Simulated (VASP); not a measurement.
Input of a VASP 6.6.1 run:

Contents of INCAR:

```
SYSTEM = KMgF3
PREC     = Accurate       ! precision mode
ENCUT    = 520            ! plane-wave cutoff, eV
EDIFF    = 1E-7           ! SCF threshold, eV
ISMEAR   = 0              ! smearing method
SIGMA    = 0.02           ! smearing width, eV
LREAL    = .FALSE.        ! projectors in reciprocal space
LASPH    = .TRUE.         ! aspherical terms in the spheres
NELM     = 100            ! most SCF steps
ALGO     = Fast           ! electronic algorithm
ISIF     = 2              ! what is computed and relaxed
LWAVE    = .FALSE.        ! write WAVECAR
LCHARG   = .FALSE.        ! write CHGCAR
GGA      = PS             ! functional
KPAR     = 2
```

Contents of KPOINTS:

```
Automatic mesh
0
G
  8 8 8
  0 0 0
```

Contents of POSCAR:

```
KMgF3
1.0
    3.9859000000      0.0000000000      0.0000000000
    0.0000000000      3.9859000000      0.0000000000
    0.0000000000      0.0000000000      3.9859000000
K Mg F
1 1 3
Direct
    0.5000000000      0.5000000000      0.5000000000
    0.0000000000      0.0000000000      0.0000000000
    0.0000000000      0.0000000000      0.5000000000
    0.0000000000      0.5000000000      0.0000000000
    0.5000000000      0.0000000000      0.0000000000
```

The input KPOINTS_OPT:

```
path GXMGRX,MR
15
line-mode
reciprocal
 0.0000000000  0.0000000000  0.0000000000  G
 0.0000000000  0.5000000000  0.0000000000  X

 0.0000000000  0.5000000000  0.0000000000  X
 0.5000000000  0.5000000000  0.0000000000  M

 0.5000000000  0.5000000000  0.0000000000  M
 0.0000000000  0.0000000000  0.0000000000  G

 0.0000000000  0.0000000000  0.0000000000  G
 0.5000000000  0.5000000000  0.5000000000  R

 0.5000000000  0.5000000000  0.5000000000  R
 0.0000000000  0.5000000000  0.0000000000  X

 0.5000000000  0.5000000000  0.0000000000  M
 0.5000000000  0.5000000000  0.5000000000  R
```

Potentials or basis: VASP PAW PBE potentials, release 64 (K_sv, Mg, F).

The run is started by

```bash
$ cat potpaw_PBE.64/K_sv/POTCAR potpaw_PBE.64/Mg/POTCAR potpaw_PBE.64/F/POTCAR > POTCAR
$ mpirun -np 2 vasp_std > vasp.out
```

Q: Predict the band gap on the k mesh.

A: 7.12 eV, indirect (least direct gap 7.45 eV).

Q: Predict the pressure.

A: -0.1 GPa.

Levels at the corners of the path, in eV from the valence-band top:
| point | band 13 | band 14 | band 15 | band 16 | band 17 | band 18 | band 19 | band 20 |
| --- | --- | --- | --- | --- | --- | --- | --- | --- |
| Γ | -0.63 | -0.32 | -0.32 | -0.32 | 7.12 | 9.94 | 9.94 | 12.14 |
| X | -0.88 | -0.88 | -0.54 | -0.54 | 9.96 | 10.29 | 11.01 | 12.74 |
| X | -0.88 | -0.88 | -0.54 | -0.54 | 9.96 | 10.29 | 11.01 | 12.74 |
| M | -1.06 | -0.91 | -0.91 | -0.02 | 10.81 | 11.58 | 12.44 | 12.47 |
| M | -1.06 | -0.91 | -0.91 | -0.02 | 10.81 | 11.58 | 12.44 | 12.60 |
| Γ | -0.63 | -0.32 | -0.32 | -0.32 | 7.12 | 9.94 | 9.94 | 12.14 |
| Γ | -0.63 | -0.32 | -0.32 | -0.32 | 7.12 | 9.94 | 9.94 | 12.14 |
| R | -1.13 | 0.00 | 0.00 | 0.00 | 10.31 | 10.31 | 10.31 | 13.88 |
| R | -1.13 | 0.00 | 0.00 | 0.00 | 10.31 | 10.31 | 10.31 | 13.94 |
| X | -0.88 | -0.88 | -0.54 | -0.54 | 9.96 | 10.29 | 11.01 | 12.75 |
| M | -1.06 | -0.91 | -0.91 | -0.02 | 10.81 | 11.58 | 12.44 | 12.45 |
| R | -1.13 | 0.00 | 0.00 | 0.00 | 10.31 | 10.31 | 10.31 | 13.87 |

Caveat: the PAW data sets were made with another functional, which shifts forces and pressure a little. Expect the measured gap to be larger: semilocal functionals such as PBEsol lack the derivative discontinuity.
